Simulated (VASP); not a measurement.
# A VASP 6.6.1 single-point calculation on CdTe

INCAR

```
EDIFF = 1E-7
PREC = Accurate
ISMEAR = -1
LCHARG = .FALSE.
NBANDS = 16
LWAVE = .FALSE.
IBRION = -1
LASPH = .TRUE.
GGA = PE
NSW = 0
LREAL = .FALSE.
ISIF = 2
ENCUT = 520
NELM = 73
SIGMA = 0.02
ALGO = Conjugate
```

KPOINTS

```
KPOINTS created by Atomic Simulation Environment
0
Gamma
2 2 2
0 0 0
```

POSCAR

```
Cd Te
 1.0000000000000000
     0.0000000000000000    3.1815564627000001    3.1815564627000001
     3.1815564627000001    0.0000000000000000    3.1815564627000001
     3.1815564627000001    3.1815564627000001    0.0000000000000000
 Cd  Te
   1   1
Cartesian
  0.0000000000000000  0.0000000000000000  0.0000000000000000
  1.5907782313500001  1.5907782313500001  1.5907782313500001
```

The recommended PBE PAW datasets give the neutral cell 18 valence electrons.

Command

```
mpirun -np 1 vasp_std
```

How does this run end, and what does it give?

It converged. Results: gap between bands v and c on the k mesh 0.84 eV; least direct gap on the k mesh 0.84 eV; pressure 9.9 GPa. Band v is the last that the valence electrons fill when counted band by band, and c is the next.

OSZICAR

```
N       E                     dE             d eps       ncg     rms           ort
DAV:   1     0.107630301348E+03    0.10763E+03   -0.92172E+03    48   0.106E+03
DAV:   2     0.233717126409E+00   -0.10740E+03   -0.98650E+02    48   0.242E+02
DAV:   3    -0.370228639888E+01   -0.39360E+01   -0.39299E+01    48   0.484E+01
DAV:   4    -0.373433110727E+01   -0.32045E-01   -0.32044E-01    48   0.379E+00
DAV:   5    -0.373441707026E+01   -0.85963E-04   -0.85963E-04    48   0.189E-01
SDA:   6    -0.278964236455E+01    0.94477E+00   -0.85963E-04    48   0.210E+01   0.000E+00
CGA:   7    -0.322420230329E+01   -0.43456E+00   -0.43444E+00    48   0.236E+00   0.786E-02
CGA:   8    -0.330324284042E+01   -0.79041E-01   -0.79156E-01    48   0.307E-01  -0.695E-03
CGA:   9    -0.331629412139E+01   -0.13051E-01   -0.13042E-01    48   0.440E-02   0.490E-04
CGA:  10    -0.331789249367E+01   -0.15984E-02   -0.16012E-02    48   0.596E-03  -0.230E-04
CGA:  11    -0.331807048977E+01   -0.17800E-03   -0.17710E-03    48   0.970E-04   0.178E-04
CGA:  12    -0.331810284396E+01   -0.32354E-04   -0.32490E-04    48   0.114E-04  -0.189E-05
CGA:  13    -0.331810726839E+01   -0.44244E-05   -0.41730E-05    48   0.179E-05   0.221E-05
SDA:  14    -0.331810784723E+01   -0.57884E-06   -0.57955E-06    48   0.719E-06   0.101E-05
SDA:  15    -0.331810813860E+01   -0.29137E-06   -0.26201E-06    48   0.274E-06   0.317E-06
SDA:  16    -0.331810815412E+01   -0.15522E-07   -0.42567E-07    48   0.194E-06   0.215E-06
   1 F= -.33181082E+01 E0= -.33181082E+01  d E =-.328973E-09
```

Standard output (part)

```
POSCAR found type information on POSCAR CdTe
 POSCAR found :  2 types and       2 ions
 LDA part: xc-table for (Slater+PW92), standard interpolation
 POSCAR, INCAR and KPOINTS ok, starting setup
 WAVECAR not read
 entering main loop
 gam= 0.000 g(H,U,f)=  0.144E+01 0.659E+00 0.794E-14 ort(H,U,f) = 0.000E+00 0.000E+00 0.000E+00
 gam= 0.000 trial= 0.400  step=  0.4147 mean=  0.4000
 gam= 0.113 g(H,U,f)=  0.155E+00 0.806E-01 0.272E-12 ort(H,U,f) =-0.210E+00 0.218E+00 0.685E-12
 gam= 0.113 trial= 0.401  step=  0.6686 mean=  0.4015
 gam= 0.130 g(H,U,f)=  0.240E-01 0.670E-02 0.315E-11 ort(H,U,f) =-0.291E-01 0.284E-01 0.261E-10
 gam= 0.130 trial= 0.428  step=  0.8526 mean=  0.4282
 gam= 0.143 g(H,U,f)=  0.403E-02 0.368E-03 0.247E-12 ort(H,U,f) =-0.233E-02 0.238E-02 0.347E-11
 gam= 0.143 trial= 0.471  step=  0.7274 mean=  0.4706
 gam= 0.135 g(H,U,f)=  0.586E-03 0.949E-05 0.370E-13 ort(H,U,f) =-0.847E-05-0.145E-04-0.327E-12
 gam= 0.135 trial= 0.496  step=  0.5978 mean=  0.4963
 gam= 0.163 g(H,U,f)=  0.925E-04 0.450E-05 0.853E-14 ort(H,U,f) = 0.907E-05 0.872E-05-0.357E-14
 gam= 0.163 trial= 0.506  step=  0.6502 mean=  0.5064
 gam= 0.117 g(H,U,f)=  0.105E-04 0.875E-06 0.128E-13 ort(H,U,f) =-0.233E-05 0.438E-06 0.965E-14
 gam= 0.117 trial= 0.521  step=  0.7485 mean=  0.5208
 gam= 0.157 g(H,U,f)=  0.157E-05 0.224E-06 0.367E-14 ort(H,U,f) = 0.174E-05 0.471E-06 0.740E-14
 gam= 0.157 trial= 0.544  step=  0.5421 mean=  0.5436
...
```

These settings aren't sound, so the numbers aren't properties of the crystal.

On sound settings PBE gives a gap of 0.94 eV on its mesh and a pressure of 5.7 GPa for the intended cell.
